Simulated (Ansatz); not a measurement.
# Energy landscape near a Sb structure

Theory: DFT PBE, scalar-relativistic, plane waves, PAW (Ansatz 0.2.0).

Cutoff 420 eV; k points 15×15×8 on the computed 2-atom cell (Γ-centred); Gaussian smearing, width 0.10 eV; no spin polarisation.

Reference cell:

```yaml
crystal:
  lattice:
    - [3.36900, 0.00000, 0.00000]
    - [-1.68450, 2.91764, 0.00000]
    - [0.00000, 0.00000, 5.33000]
  atoms:
    - { symbol: Sb, position: [0.33333, 0.66667, 0.25000] }
    - { symbol: Sb, position: [0.66667, 0.33333, 0.75000] }
```

Each variant moves atoms of this cell by the vectors given, if any (Å), and then applies a symmetric strain (tensor components, Cartesian axes). The reference cell isn't relaxed at this level. Energies are per atom at zero smearing, counted from the lowest variant. Pressure is positive in compression.

1. strain (xx yy zz yz xz xy, %) -0.14 -0.14 -1.64 0.00 0.00 0.00
2. strain (xx yy zz yz xz xy, %) -6.42 -6.42 2.58 0.00 0.00 0.00
3. strain (xx yy zz yz xz xy, %) 2.87 2.87 8.87 0.00 0.00 0.00

```json
{"result": "A", "ΔE (meV/atom)": "0.0", "P (GPa)": "4.71"}
{"result": "B", "ΔE (meV/atom)": "7.7", "P (GPa)": "-4.63"}
{"result": "C", "ΔE (meV/atom)": "118.4", "P (GPa)": "13.32"}
```

Which variant gave which result?

A is 1, B is 3, C is 2. The pressure falls as the cell grows: from the smallest volume to the largest the variants are 2, 1, 3.

This form isn't the element's structure at ambient conditions.